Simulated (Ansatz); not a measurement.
BaHfO₃ built on the cubic perovskite prototype, relaxed with r2SCAN in Ansatz: the symmetry is Pm-3m (No. 221, cubic); conventional cell a = 4.177 Å, 14.58 Å³ an atom. Ba is surrounded by 12 O at 2.95 Å; Hf is surrounded by 6 O at 2.09 Å; O is surrounded by 2 Hf at 2.09 Å and 4 Ba at 2.95 Å. The cell was then strained (x, y and z are the cube axes), with the atoms relaxed again; stress is positive in compression. The values are computed, spin-unpolarised, and not measurements.

- Uniaxial -1.0 % along x, other directions held: r2SCAN's stress changes by +3.59 GPa along the strain and +0.89 GPa across it.
- Isotropic +2.0 % on every length: the pressure changes by -8.92 GPa, and the HSE06 gap (R → Γ) goes from 5.177 to 5.032 eV.

(1) Estimate C₁₁, C₁₂ and the bulk modulus from the uniaxial step.

(2) What bulk modulus does the isotropic step give?

(3) Give the volume deformation potential of that gap and its pressure coefficient.

## Answers

(1) With compression positive, C₁₁ ≈ −Δσ∥/ε = (-3.59)/(-0.0100) = 359 GPa and C₁₂ ≈ (-0.89)/(-0.0100) = 89 GPa; B = (C₁₁ + 2C₁₂)/3 = 179 GPa. A one-sided step carries third-order terms: it reads high by some per cent.

(2) Δ ln V = 3 ln(1.0200) = +0.0594, so B ≈ −ΔP/Δ ln V = 150 GPa, against 179 GPa from C₁₁ and C₁₂; one-sided steps of finite size carry third-order terms.

(3) a_V = ΔE_g/Δ ln V = (-0.145)/(+0.0594) = -2.44 eV; dE_g/dP = −a_V/B = +16 meV/GPa, with HSE06's gap and r2SCAN's modulus.

Spin-orbit coupling is left out, which matters wherever the heavy atoms make up the band edges.

The meshes of the hybrids are coarse, so their gaps aren't converged to the digits shown.
